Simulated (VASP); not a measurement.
# MgO (Fm-3m) in VASP: notebook

The runs below take MgO through relaxation of cell and atoms, with PBE.

Program: VASP 6.6.1. These are calculated values, not measurements. Logs are shortened: lines on timing, memory, paths and dates and some standing lists are left out, and cuts for length are marked.

## 1. The crystal as given

It takes space group Fm-3m (No. 225, cubic). The conventional cell has a = 4.217 Å, b = 4.217 Å, c = 4.217 Å, α = 90.00°, β = 90.00°, γ = 90.00°. Around Mg (site symmetry m-3m) lie 6 O at 2.11 Å. O (site symmetry m-3m) has 6 Mg at 2.11 Å as nearest neighbours.

## 2. Relaxation of cell and atoms, PBE

File INCAR:

```
SYSTEM = MgO
PREC = Accurate ; ENCUT = 600
EDIFF = 1E-6 ; ISMEAR = 0
SIGMA = 0.03 ; LREAL = .FALSE.
LASPH = .TRUE. ; NELM = 80
ALGO = Normal ; ISIF = 3
LWAVE = .FALSE. ; LCHARG = .FALSE.
GGA = PE ; IBRION = 2
NSW = 90 ; EDIFFG = -0.01
```

File KPOINTS:

```
Automatic mesh
0
G
  12 12 12
  0 0 0
```

File POSCAR:

```
MgO
1.0
    0.0000000000      2.1085000000      2.1085000000
    2.1085000000      0.0000000000      2.1085000000
    2.1085000000      2.1085000000      0.0000000000
Mg O
1 1
Direct
    0.0000000000      0.0000000000      0.0000000000
    0.5000000000      0.5000000000      0.5000000000
```

Potentials or basis: VASP PAW PBE potentials, release 64 (Mg, O).

Started as:

```bash
> cat potpaw_PBE.64/Mg/POTCAR potpaw_PBE.64/O/POTCAR > POTCAR
> mpirun -np 1 vasp_std > vasp.out
```

OUTCAR:

```text
SYSTEM = MgO
   PREC = Accurate
   ENCUT = 600
   EDIFF = 1E-6
   ISMEAR = 0
   LREAL = .FALSE.
   LASPH = .TRUE.
   NELM = 80
   ISIF = 3
   GGA = PE
   IBRION = 2
   NSW = 90
   EDIFFG = -0.01

 ion  position               nearest neighbor table
   1  0.000  0.000  0.000-   2 2.11   2 2.11   2 2.11   2 2.11   2 2.11   2 2.11
   2  0.500  0.500  0.500-   1 2.11   1 2.11   1 2.11   1 2.11   1 2.11   1 2.11

  LATTYP: Found a face centered cubic cell.
 ALAT       =     4.2170000000

  Lattice vectors:

 A1 = (   0.0000000000,   2.1085000000,   2.1085000000)
 A2 = (   2.1085000000,   0.0000000000,   2.1085000000)
 A3 = (   2.1085000000,   2.1085000000,   0.0000000000)

Analysis of symmetry for initial positions (statically):
=====================================================================
 Subroutine PRICEL returns:
 Original cell was already a primitive cell.

 Routine SETGRP: Setting up the symmetry group for a
 face centered cubic supercell.

 Subroutine GETGRP returns: Found 48 space group operations
 (whereof 48 operations were pure point group operations)
 out of a pool of 48 trial point group operations.

The static configuration has the point symmetry O_h .

Analysis of symmetry for dynamics (positions and initial velocities):
=====================================================================
 Subroutine PRICEL returns:
 Original cell was already a primitive cell.

 Routine SETGRP: Setting up the symmetry group for a
 face centered cubic supercell.

 Subroutine GETGRP returns: Found 48 space group operations
 (whereof 48 operations were pure point group operations)
 out of a pool of 48 trial point group operations.

The dynamic configuration has the point symmetry O_h .

 Subroutine INISYM returns: Found 48 space group operations
 (whereof 48 operations are pure point group operations),
 and found     1 'primitive' translations

----------------------------------------------------------------------------------------

                                     Primitive cell

  volume of cell :      18.7478

  direct lattice vectors                    reciprocal lattice vectors
     0.000000000  2.108500000  2.108500000    -0.237135404  0.237135404  0.237135404
     2.108500000  0.000000000  2.108500000     0.237135404 -0.237135404  0.237135404
     2.108500000  2.108500000  0.000000000     0.237135404  0.237135404 -0.237135404

  length of vectors
     2.981869296  2.981869296  2.981869296     0.410730569  0.410730569  0.410730569

  position of ions in fractional coordinates (direct lattice)
     0.000000000  0.000000000  0.000000000
     0.500000000  0.500000000  0.500000000

  ion indices of the primitive-cell ions
   primitive index   ion index
                 1           1
                 2           2

----------------------------------------------------------------------------------------

 KPOINTS: Automatic mesh

Automatic generation of k-mesh.
 Grid dimensions read from file:
 generate k-points for:   12   12   12

 Generating k-lattice:

  Cartesian coordinates                     Fractional coordinates (reciprocal lattice)
    -0.019761284  0.019761284  0.019761284     0.083333333  0.000000000  0.000000000
     0.019761284 -0.019761284  0.019761284     0.000000000  0.083333333  0.000000000
     0.019761284  0.019761284 -0.019761284     0.000000000  0.000000000  0.083333333

  Length of vectors
     0.034227547  0.034227547  0.034227547

  Shift w.r.t. Gamma in fractional coordinates (k-lattice)
     0.000000000  0.000000000  0.000000000

 Subroutine IBZKPT returns following result:
 ===========================================

 Found     72 irreducible k-points:

 Following reciprocal coordinates:
            Coordinates               Weight
  0.000000  0.000000  0.000000      1.000000
  0.083333  0.000000  0.000000      8.000000
  0.166667  0.000000  0.000000      8.000000
  0.250000  0.000000  0.000000      8.000000
  0.333333  0.000000  0.000000      8.000000
  0.416667  0.000000  0.000000      8.000000
[... 16 lines left out ...]
  0.500000  0.166667  0.000000     24.000000
 -0.416667  0.166667  0.000000     24.000000
 [... further k-points ...]
   k-points           NKPTS =     72   k-points in BZ     NKDIM =     72   number of bands    NBANDS=      8
   number of dos      NEDOS =    301   number of ions     NIONS =      2
   total plane-waves  NPLWV =  13824
   dimension x,y,z NGX =    24 NGY =   24 NGZ =   24
   dimension x,y,z NGXF=    48 NGYF=   48 NGZF=   48
   ions per type =               1   1
   NGX,Y,Z   is equivalent  to a cutoff of  13.38, 13.38, 13.38 a.u.
   NGXF,Y,Z  is equivalent  to a cutoff of  26.76, 26.76, 26.76 a.u.
 SYSTEM =  MgO
   PREC   = accura    normal or accurate (medium, high low for compatibility)
   ISTART =      0    job   : 0-new  1-cont  2-samecut
   ICHARG =      2    charge: 1-file 2-atom 10-const
   ISPIN  =      1    spin polarized calculation?
   LNONCOLLINEAR =      F non collinear calculations
   LSORBIT =      F    spin-orbit coupling
   LASPH  =      T    aspherical Exc in radial PAW
   ENCUT  =  600.0 eV  44.10 Ry    6.64 a.u.   5.96  5.96  5.96*2*pi/ulx,y,z
   NELM   =     80;   NELMIN=  2; NELMDL= -5     # of ELM steps
   EDIFF  = 0.1E-05   stopping-criterion for ELM
   LREAL  =      F    real-space projection
   EDIFFG = -.1E-01   stopping-criterion for IOM
   NSW    =     90    number of steps for IOM
   IBRION =      2    ionic relax: 0-MD 1-quasi-New 2-CG
   NFREE  =      1    steps in history (QN), initial steepest desc. (CG)
   ISIF   =      3    stress and relaxation
   ISYM   =      2    0-nonsym 1-usesym 2-fastsym
   POTIM  = 0.5000    time-step for ionic-motion
   TEBEG  =    0.0;   TEEND  =   0.0 temperature during run
   PSTRESS=    0.0 pullay stress
   NELECT =       8.0000    total number of electrons
   NUPDOWN=      -1.0000    fix difference up-down
   EMIN   =  10.00;   EMAX   =-10.00  energy-range for DOS
   EFERMI =   0.00;   METHOD = LEGACY
   ISMEAR =     0;   SIGMA  =   0.03  broadening in eV -4-tet -1-fermi 0-gaus
   EFERMI_NEDOS =   21; number of points for ismear=-14 and -15
   IALGO  =     38    algorithm
   IMIX   =      4    mixing-type and parameters
     AMIX     =   0.40;   BMIX     =  1.00
     AMIX_MAG =   1.60;   BMIX_MAG =  1.00
  volume/ion in A,a.u.               =       9.37        63.26
  Fermi-wavevector in a.u.,A,eV,Ry     =   1.232503  2.329092 20.668107  1.519063
  Thomas-Fermi vector in A             =   2.367270
   LORBIT       =      0    0 simple, 1 ext, 2 COOP (PROOUT), +10 PAW based schemes
   GGA     = PE    functional components
   LHFCALC =     F    Hartree Fock is set to
   AEXX    =    0.0000 exact exchange contribution
   IVDW    =     0    specifies the selected vdW correction
   LEPSILON=     F    determine dielectric tensor
   LRPA    =     F    only Hartree local field effects (RPA)
 conjugate gradient relaxation of ions
 non-spin polarized calculation
 Gauss-broadening in eV      SIGMA  =   0.03
  energy-cutoff  :      600.00
  volume of cell :       18.75
 maximum number of plane-waves:       642
   NGX = 11   NGY = 11   NGZ = 11

--------------------------------------- Ionic step        1  -------------------------------------------

 number of electron       8.0000005 magnetization

 Free energy of the ion-electron system (eV)
  ---------------------------------------------------
  ext. energy  EPLUGINS =         0.00000000
  ---------------------------------------------------
  free energy    TOTEN  =       -11.91049839 eV

  energy without entropy =      -11.91049839  energy(sigma->0) =      -11.91049839

------------------------ aborting loop because EDIFF is reached ----------------------------------------

  FORCE on cell =-STRESS in cart. coord.  units (eV):
  Direction    XX          YY          ZZ          XY          YZ          ZX
  --------------------------------------------------------------------------------------
  -------------------------------------------------------------------------------------
  Total        0.3614761      0.3614761      0.3614761      0.0000000      0.0000000     -0.0000000
  in kB       30.8915279     30.8915279     30.8915279      0.0000000      0.0000000     -0.0000000
  external PRESSURE =      30.8915279 kB  Pullay stress =       0.0000000 kB
[... 57 lines left out ...]
  energy  without entropy=      -11.9137255627  energy(sigma->0) =      -11.91372556

--------------------------------------- Ionic step        3  -------------------------------------------

 number of electron       8.0000004 magnetization

 Free energy of the ion-electron system (eV)
  ---------------------------------------------------
  ext. energy  EPLUGINS =         0.00000000
  ---------------------------------------------------
  free energy    TOTEN  =       -11.91408016 eV

  energy without entropy =      -11.91408016  energy(sigma->0) =      -11.91408016

 E-fermi :   3.2409     XC(G=0): -10.9683

 val. band max:        3.0120555565   @ k =   0.0000   0.0000   0.0000
 cond. band min:       7.5158317806   @ k =   0.0000   0.0000   0.0000
 fundamental gap:      4.5037762241
 Fermi energy:         3.2408666576

 k-point     1 :       0.0000    0.0000    0.0000
  band No.  band energies     occupation
      1     -14.1327      2.00000
      2       3.0121      2.00000
      3       3.0121      2.00000
      4       3.0121      2.00000
      5       7.5158      0.00000
      6      18.6816      0.00000
      7      18.6816      0.00000
      8      18.6816      0.00000
[... 243 lines left out ...]
 k-point    24 :      -0.4167    0.1667    0.0000
  band No.  band energies     occupation
      1     -12.8243      2.00000
      2      -1.1072      2.00000
      3       1.4784      2.00000
      4       2.2580      2.00000
      5      11.9026      0.00000
      6      15.1289      0.00000
      7      16.9606      0.00000
      8      19.6909      0.00000

 [... further k-points ...]

------------------------ aborting loop because EDIFF is reached ----------------------------------------

  FORCE on cell =-STRESS in cart. coord.  units (eV):
  Direction    XX          YY          ZZ          XY          YZ          ZX
  --------------------------------------------------------------------------------------
  -------------------------------------------------------------------------------------
  Total       -0.0010112     -0.0010112     -0.0010112      0.0000000      0.0000000      0.0000000
  in kB       -0.0847166     -0.0847166     -0.0847166      0.0000000      0.0000000      0.0000000
  external PRESSURE =      -0.0847166 kB  Pullay stress =       0.0000000 kB
[... 17 lines left out ...]
  FREE ENERGIE OF THE ION-ELECTRON SYSTEM (eV)
  ---------------------------------------------------
  free  energy   TOTEN  =       -11.9140801577 eV

  energy  without entropy=      -11.9140801577  energy(sigma->0) =      -11.91408016

 reached required accuracy - stopping structural energy minimisation
```

Run time: 9.1 s. Hardware: 1 thread of Intel Xeon 6975P-C (Granite Rapids), shared host; peak memory 0.15 GiB.

What came out:

```yaml
Free_energy: -11.9141 eV
Relaxed_volume: 9.56 Å³/atom
Relaxed_cell: a = 3.002 Å, b = 3.002 Å, c = 3.002 Å, α = 60.00°, β = 60.00°, γ = 60.00°
Space_group_after_relaxing_to_0.05_Å: Fm-3m (No. 225)
Energy_gained_by_relaxing: 1.8 meV/atom
Ionic_steps: 3
Pressure_after_relaxing: 0.0 GPa
Band_gap_on_the_k_mesh: 4.50 eV, direct
```

The path:
```tsv
step	energy change (eV)	largest force (eV/Å)	pressure (GPa)	volume (Å³)
1	0.0000	0.0000	3.09	18.75
2	-0.0032	0.0000	-0.93	19.24
3	-0.0036	0.0000	-0.01	19.12
```

Final structure:
```
CELL_PARAMETERS angstrom
0.00000 2.12248 2.12248
2.12248 0.00000 2.12248
2.12248 2.12248 0.00000
ATOMIC_POSITIONS crystal
Mg 0.00000 0.00000 0.00000
O 0.50000 0.50000 0.50000
```

A k mesh can miss the band edges. Zero-point motion and thermal expansion aren't in these numbers.

(Part 1 of 2 ends here.)
